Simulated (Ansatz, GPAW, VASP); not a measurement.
# One calculation of Mg, 4 ways

```
Mg
1.0
     3.20930    0.00000    0.00000
    -1.60465    2.77934    0.00000
     0.00000    0.00000    5.21030
Mg
2
Direct
  0.66667 0.33333 0.75000
  0.33333 0.66667 0.25000
```

Alike in all runs: task band structure; functional RPBE; k mesh 10 × 10 × 5; occupations fermi-dirac, width 0.05 eV; no spin polarisation; no spin-orbit coupling. Pressure is positive in compression and, in plane waves, holds the error of the finite cutoff, which Ansatz's Pulay term estimates and takes out.

| program and potentials | plane-wave cutoff (eV) | notes | pressure (GPa) |
| --- | --- | --- | --- |
| Ansatz, Ansatz PAW | 420 | potentials made for PBE, which Ansatz adapts in part; 10 valence electrons an atom on average | 0.77 |
| VASP, PBE PAW files Mg, 520 eV | 520 | potentials made for PBE; 2 valence electrons an atom on average | 0.57 |
| GPAW, the program's PAW data sets (release 1.2.1) made for this functional | 800 | 10 valence electrons an atom on average | 0.65 |
| Ansatz, all-electron LAPW, scalar-relativistic | - | - | 0.71 |

The pressure spans 0.57 (VASP, PBE PAW files Mg, 520 eV) to 0.77 GPa (Ansatz, Ansatz PAW), with all-electron results at 0.71. Some sets were made for another functional than the one run, which can shift their rows.

The functional is the same throughout but for its coding, so the spread measures potentials, basis and numerics; runs on potential files found faulty are left out.
